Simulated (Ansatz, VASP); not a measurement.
This is a calculation of SnO2 for VASP 6.6.1.

Contents of INCAR:

```
PREC     = Accurate       # precision mode
ENCUT    = 520            # plane-wave cutoff, eV
EDIFF    = 1E-6           # SCF threshold, eV
ISMEAR   = -1             # smearing method
SIGMA    = 0.05           # smearing width, eV
LREAL    = F              # projectors in reciprocal space
LASPH    = T              # aspherical terms in the spheres
NELM     = 60             # most SCF steps
ALGO     = Normal         # electronic algorithm
ISIF     = 2              # what is computed and relaxed
LWAVE    = F              # write WAVECAR
LCHARG   = T              # write CHGCAR
GGA      = PS             # functional
LELF     = T              # ELF
LVHAR    = T            
NBANDS   = 20             # bands
```

KPOINTS

```
Automatic mesh
0
Gamma
  10 10 10
```

Contents of POSCAR:

```
SnO2
1.0
    1.6488088345      0.9519402245      4.8947457539
   -1.6488088345      0.9519402245      4.8947457539
    0.0000000000     -1.9038804490      4.8947457539
Sn O
1 2
Direct
    0.5000000000      0.5000000000      0.5000000000
    0.7628300000      0.7628300000      0.7628300000
    0.2371700000      0.2371700000      0.2371700000
```

Potentials or basis: VASP PAW PBE potentials, release 64 (Sn_d, O).

Run with:

```console
$ cat potpaw_PBE.64/Sn_d/POTCAR potpaw_PBE.64/O/POTCAR > POTCAR
$ mpirun -np 1 vasp_std > vasp.out
```

Translate it to Ansatz 0.2.0. Potentials there: Ansatz PAW.

As run (the cutoff follows the program's own potentials):

The input input.yaml:

```yaml
crystal:
  lattice:
    - [1.6488088345, 0.9519402245, 4.8947457539]
    - [-1.6488088345, 0.9519402245, 4.8947457539]
    - [0.0, -1.903880449, 4.8947457539]
  atoms:
    - { symbol: Sn, position: [0.5, 0.5, 0.5] }
    - { symbol: O, position: [0.76283, 0.76283, 0.76283] }
    - { symbol: O, position: [0.23717, 0.23717, 0.23717] }
hamiltonian:
  xc: pbesol
  pseudopotentials: { kind: paw }
kpoints:
  mp_grid: { grid: [10, 10, 10] }
scf:
  occupations: { method: fermi_dirac, width: 0.05 }
output:
  forces: true
  stress: true
  eigenvalues: true
```

Potentials or basis: Ansatz PAW.

The run is started by

```bash
$ ansatz run input.yaml --threads 1 --pin off --max-ram 3584MiB --backend cpu --events-out ev --progress --plain --runs-dir out
```

Both were run:

|  | VASP | Ansatz | Ansatz less VASP |
| --- | --- | --- | --- |
| gap on the k mesh at the Fermi level (eV) | 1.51 | 1.53 | +0.020 |
| least direct gap on the mesh (eV) | 1.59 | 1.60 | +0.017 |
| pressure (GPa) | -11.3 | -11.7 | -0.41 |
| largest component of the traceless stress (GPa) | 3.86 | 4.15 | +0.296 |
| rms of the force components (eV/Å) | 0.415 | 0.434 | +0.0196 |

Atom by atom the forces differ by 0.020 eV/Å (rms over components). The functional is the same, so the differences come from potentials, cutoffs and numerics.

Caveats: spin-orbit coupling is left out, which moves the levels of the heavy elements; the PAW data sets were made with another functional, which shifts forces and pressure a little (VASP); the pressure holds a Pulay correction of +0.7 GPa for the finite cutoff (Ansatz); the PAW data sets come from PBE, with cores solved anew for the run's functional, which leaves a small shift of forces and pressure (Ansatz). A k mesh can miss the band edges. A hybrid or GW would open this gap; PBEsol tends to underestimate it.
